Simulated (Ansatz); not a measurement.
## WSe2: pressure and energy less free atoms against volume scale

Periodic Kohn-Sham DFT of a crystal at fixed atoms, scaled to volume_scale times the given cell; pressure positive in compression, energy less spherical unpolarised free atoms, largest_vzz the field gradient of largest size among the nuclei. The results are calculated, by Ansatz 0.2.0.

The cell before it is scaled or strained (space group P6_3/mmc, No. 194):
```
CELL_PARAMETERS angstrom
3.29000 0.00000 0.00000
-1.64500 2.84920 0.00000
0.00000 0.00000 12.97000
ATOMIC_POSITIONS crystal
W 0.33333 0.66667 0.25000
W 0.66667 0.33333 0.75000
Se 0.33333 0.66667 0.62100
Se 0.66667 0.33333 0.12100
Se 0.33333 0.66667 0.87900
Se 0.66667 0.33333 0.37900
```

Settings of every row: method all-electron LAPW; functional PBE; relativity scalar; k mesh 11x11x3; filling fermi-dirac; smearing width 0.08 eV; basis error target 0.5 meV/atom; nucleus gaussian.

Atom start moment: 0 on all atoms.

Limits: a layered crystal: even scaling strains the bonds within the layers, so this curve is stiffer than the crystal under pressure; no spin-orbit coupling on heavy atoms.

```csv
row,volume scale,V (Å³/atom),pressure (GPa),energy less free atoms (eV/atom)
1,0.94,19.047,14.148,-6.6149
2,0.96,19.453,10.308,-6.6457
3,0.98,19.858,6.855,-6.6673
4,0.99,20.061,5.261,-6.675
5,1,20.263,3.751,-6.6807
6,1.01,20.466,2.318,-6.6845
7,1.02,20.668,0.96,-6.6866
8,1.04,21.074,-1.55,-6.6858
9,1.06,21.479,?,?
```

Question: what pressure and energy less free atoms should row 9 give?

Worked fit of pressure. Take u = (V_r/V)^(2/3) − 1 with V_r = 20.162 Å³ an atom, which is twice the finite (Eulerian) strain; such expansions in the strain, on which the Birch-Murnaghan equation of state is built, carry the rest volume and the bulk modulus. The shown rows have u = 0.03866, 0.02415, 0.01018, 0.00335, -0.00333, -0.00993, -0.01639, -0.02906. Least squares give pressure = 4.4962 + 225.857 × u + 614.69 × u² GPa; a straight line predicts inner rows, each left out in turn, worse (root mean square 0.21 against 0.0032 GPa). The rows lie off it by 0.001, -0.001, -0.004, 0.001, 0.000, 0.004, 0.000, -0.002. The pressure vanishes at u = -0.0211, or V = 20.82 Å³ an atom, and there the bulk modulus at fixed shape and fractions is B = −V dP/dV = (2/3)(1 + u) dP/du = 130 GPa. Letting shape and atoms relax would as a rule lower it, by much in layered, chain or molecular crystals. The withheld row has u = -0.04131, so the fit gives 4.4962 + 225.857 × (-0.04131) + 614.69 × (-0.04131)² = -3.785 GPa.

The calculation gave -3.807 GPa. The fit lies 0.022 GPa (0.12 % of the column's range) above it; its largest miss of a shown row is 0.004 GPa. This row lies beyond the range of the fit.

Worked fit of energy less free atoms. Take u = (V_r/V)^(2/3) − 1 with V_r = 20.162 Å³ an atom, which is twice the finite (Eulerian) strain; such expansions in the strain, on which the Birch-Murnaghan equation of state is built, carry the rest volume and the bulk modulus. The shown rows have u = 0.03866, 0.02415, 0.01018, 0.00335, -0.00333, -0.00993, -0.01639, -0.02906. Least squares give energy less free atoms = −6.67807 + 0.8526 × u + 20.204 × u² eV/atom; a straight line predicts inner rows, each left out in turn, worse (root mean square 0.0069 against 2.6e-05 eV/atom). All shown rows lie on it to the printed digit. Its lowest point lies at u = -0.0211, or V = 20.82 Å³ an atom, and the curvature there gives the bulk modulus at fixed shape and fractions, B = (4/9)(1 + u)² E″(u)/V = 132 GPa. Letting shape and atoms relax would as a rule lower it, by much in layered, chain or molecular crystals. The withheld row has u = -0.04131, so the fit gives −6.67807 + 0.8526 × (-0.04131) + 20.204 × (-0.04131)² = -6.6788 eV/atom.

The calculation gave -6.6789 eV/atom. The fit lies 0.0001 eV/atom (0.14 % of the column's range) above it, one unit of the last digit. This row lies beyond the range of the fit.
